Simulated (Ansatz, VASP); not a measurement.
InAs in VASP and in Ansatz

```
In As
1.0
     0.00000    3.04389    3.04389
     3.04389    0.00000    3.04389
     3.04389    3.04389    0.00000
In As
1 1
Cartesian
  0.0000 0.0000 0.0000
  1.5219 1.5219 1.5219
```

Alike in both runs: functional PBEsol; k mesh 12 × 12 × 12; occupations gaussian, width 0.1 eV; no spin polarisation.

Ansatz relaxed the structure, and its values are those at the end. VASP's run is a single point on that final structure, the one shown.

```csv
,VASP,Ansatz
version,VASP 6.6.1,Ansatz 0.2.0
potentials or method,"VASP PAW PBE potentials, release 64 (In_d, As)","scalar-relativistic, plane waves, PAW"
plane-wave cutoff (eV),520,420
valence electrons in the cell,18,28
```

Ansatz gave:

- gap on the k mesh at the Fermi level (eV): none
- pressure (GPa): 0.0

Estimate VASP's values.

gap on the k mesh at the Fermi level (eV): none; pressure (GPa): 0.1.

A gap of «none» marks a metal or a gap that the smearing closes. The two sets of potentials don't hold the same shells in valence.

Caveats: the PAW data sets were made with another functional, which shifts forces and pressure a little (VASP); this crystal is a semiconductor, whose small gap the functional closes, so the metal is an error of the method.
